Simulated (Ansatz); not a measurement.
**Bi: pressure up to the limit of the methods**

One table from this session's results is given with a row withheld; the runs are named, their logs left out.

Computed with Ansatz 0.2.0 (DFT, PBE, PAW with Ansatz's default frozen-core files, scalar-relativistic, unless a step's input says otherwise).

### The structure to begin with

The structure is cubic, space group Im-3m (No. 229). Conventional cell: a = 4.000 Å, b = 4.000 Å, c = 4.000 Å, α = 90.00°, β = 90.00°, γ = 90.00°. Bi (site symmetry m-3m) has 8 Bi at 3.46 Å in its first shell of neighbours.

Structure file:

```
CELL_PARAMETERS angstrom
-2.00000 2.00000 2.00000
2.00000 -2.00000 2.00000
2.00000 2.00000 -2.00000
ATOMIC_POSITIONS crystal
Bi 0.00000 0.00000 0.00000
```

Whether this phase is the stable one at these pressures isn't tested.

Set-up of the first run:

File input.yaml:

```yaml
crystal:
  lattice:
    - [-2.0, 2.0, 2.0]
    - [2.0, -2.0, 2.0]
    - [2.0, 2.0, -2.0]
  atoms:
    - { symbol: Bi, position: [0.0, 0.0, 0.0] }
kpoints:
  mp_grid: { grid: [13, 13, 13] }
scf:
  occupations: { method: fermi_dirac, width: 0.08 }
hamiltonian:
  xc: pbe
  pseudopotentials: { kind: paw }
output:
  forces: true
  stress: true
  write_density: true
  write_potential: true
  elf: true
  volumetric_format: npy
relax:
  f_tol: 0.005
  max_steps: 40
  cell: {}
```

Run with:

```console
> ansatz run input.yaml --threads 1 --pin off --max-ram 2048MiB --backend cpu --events-out ev --progress --plain --runs-dir out
```

Among the steps run: Cell relaxed at zero pressure, PAW; Volume scaled by 1, PAW; Volume scaled by 0.92, PAW; Volume scaled by 0.84, PAW; Volume scaled by 0.76, PAW; Volume scaled by 0.68, PAW; Volume scaled by 0.6, PAW; Volume scaled by 0.52, PAW; Volume scaled by 0.45, PAW; Volume scaled by 0.45, PAW (partial_waves polarizable).

One of the session's tables, all rows but one given; the rest of the session is left out.

 The rows PAW, 0.45 and PAW (partial_waves polarizable), 0.45 agree to the last digit and may rest on the same set-up.

```
                         method  volume over the first  volume (Å³/atom)  pressure (GPa)
                            PAW                      1            31.685            0.00
                            PAW                   0.92                 ?               ?
                            PAW                   0.84            26.615           13.41
                            PAW                   0.76            24.080           26.62
                            PAW                   0.68            21.546           48.41
                            PAW                    0.6            19.011           86.20
                            PAW                   0.52            16.476          155.51
                            PAW                   0.45            14.258          268.93
PAW (partial_waves polarizable)                   0.45            14.258          268.93
```

**Question.** Estimate the row for PAW, 0.92.

**Answer.** volume (Å³/atom): 29.150; pressure (GPa): 5.26. In the column «volume (Å³/atom)» it lies between PAW, 0.84 (26.615) and PAW, 1 (31.685).
